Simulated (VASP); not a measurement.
**SnTe: single point with PBEsol**

**What was measured.**

A printed reference work, textbook reports, for a bulk crystal of SnTe at 300 K: band gap 0.18 eV (direct).

Crystal: SnTe.

```
CELL_PARAMETERS angstrom
0.00000 3.08653 3.08653
3.08653 0.00000 3.08653
3.08653 3.08653 0.00000
ATOMIC_POSITIONS crystal
Sn 0.00000 0.00000 0.00000
Te 0.50000 0.50000 0.50000
```

* Program: VASP 6.6.1
* Task: single point
* Functional: PBEsol
* Potentials or basis: VASP PAW PBE potentials, release 64 (Sn_d, Te)
* Cutoff: 500 eV
* k mesh: 6 × 6 × 6
* Occupations: gaussian, width 0.01 eV
* Spin: no spin polarisation

```yaml
Pressure: 3.0 GPa
Band_gap_on_the_k_mesh: 0.33 eV, direct
```

Levels at points of the mesh, in eV from the valence-band top:
| k point | band 6 | band 7 | band 8 | band 9 | band 10 | band 11 | band 12 | band 13 | band 14 | band 15 |
| --- | --- | --- | --- | --- | --- | --- | --- | --- | --- | --- |
| (0.00, 0.00, 0.00) | -13.20 | -4.36 | -2.21 | -2.21 | -2.21 | 3.55 | 3.55 | 3.55 | 4.70 | 4.70 |
| (0.50, 0.00, 0.00) | -11.75 | -8.62 | -1.85 | -1.85 | 0.00 | 0.33 | 0.33 | 0.33 | 7.95 | 8.99 |
| (0.50, 0.50, 0.00) | -11.38 | -6.46 | -5.96 | -3.96 | -3.96 | 1.94 | 5.32 | 5.32 | 6.94 | 9.30 |

Wall time 5.6 s on 1 thread of Intel(R) Xeon(R) 6975P-C (Granite Rapids), on a shared host, peak memory 0.17 GiB.

A measured gap of SnTe is 0.18 eV (direct; 300 K; a printed reference work, textbook); the calculated 0.33 eV misses it by +0.15 eV. Spin-orbit coupling on Sn, Te is left out. The value is that of PBEsol on a finite k mesh, which can miss the band edges, without temperature or zero-point motion.

Caveat: the PAW data sets were made with another functional, which shifts forces and pressure a little; spin-orbit coupling is left out, which moves the levels of the heavy elements.
